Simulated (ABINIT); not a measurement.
Write the native input for ABINIT 10.8.3 (patched build) that does the following.

```
Task                : band structure
Functional          : PBEsol
Potentials or basis : PseudoDojo NC SR PBEsol v0.4.1 standard
Cutoff              : 1116 eV
k mesh              : 10 × 10 × 10
Occupations         : fermi-dirac, width 0.05 eV
Spin                : no spin polarisation
```

The system is WC.

```
W C
1.0
     0.00000    2.19268    2.19268
     2.19268    0.00000    2.19268
     2.19268    2.19268    0.00000
W C
1 1
Cartesian
  0.0000 0.0000 0.0000
  2.1927 2.1927 2.1927
```

Measurements of this composition are mostly on another form, of space group No. 187.

One way to write it, as run:

run.abi

```
# Datasets: ground state, then fixed potential
ndtset 2

# Pseudopotentials
pp_dirpath "./"
pseudos "W.upf, C.upf"

# Structure
acell 3*1.0
rprim
     0.0000000000     4.1435722378     4.1435722378
     4.1435722378     0.0000000000     4.1435722378
     4.1435722378     4.1435722378     0.0000000000
ntypat 2
znucl 74 6
natom 2
typat 1 2
xred
     0.0000000000     0.0000000000     0.0000000000
     0.5000000000     0.5000000000     0.5000000000

# Plane-wave basis
ecut 41.0

# Exchange and correlation
ixc -116133

# Bands and occupations
occopt 3
tsmear 0.05 eV

# SCF cycle
nstep 100

# Output
iomode 3
prtwf 0
prteig 0
prtebands 0
enunit 1
prtden1 1

# Dataset 1
kptopt1 1
ngkpt1 10 10 10
nshiftk1 1
shiftk1 0.0 0.0 0.0
nband1 13
tolvrs1 1.0e-10

# Dataset 2: bands along G-X-W-K-G-L-U-W-L-K
iscf2 -2
getden2 1
nband2 19
nbdbuf2 4
tolwfr2 1.0e-11
kptopt2 -9
ndivsm2 5
prteig2 1
kptbounds2
     0.0000000000     0.0000000000     0.0000000000
     0.5000000000     0.0000000000     0.5000000000
     0.5000000000     0.2500000000     0.7500000000
     0.3750000000     0.3750000000     0.7500000000
     0.0000000000     0.0000000000     0.0000000000
     0.5000000000     0.5000000000     0.5000000000
     0.6250000000     0.2500000000     0.6250000000
     0.5000000000     0.2500000000     0.7500000000
     0.5000000000     0.5000000000     0.5000000000
     0.3750000000     0.3750000000     0.7500000000
```

Potentials or basis: PseudoDojo NC SR PBEsol v0.4.1 standard.

The run is started by

```console
$ abinit run.abi > log 2>&1
```

It gave:

```yaml
Pressure: -9.9 GPa
Band_gap_on_the_k_mesh: none (metal or under the smearing width)
Valence_electrons_inside_the_program's_atomic_spheres: W 10.15; C 4.08
```

Caveat: the highest band is partly filled, so the run has too few bands; spin-orbit coupling is left out, which moves the levels of the heavy elements.

Run time: 2.2 min on 1 thread of Arm Neoverse N1, on a shared host, peak memory 0.11 GiB.
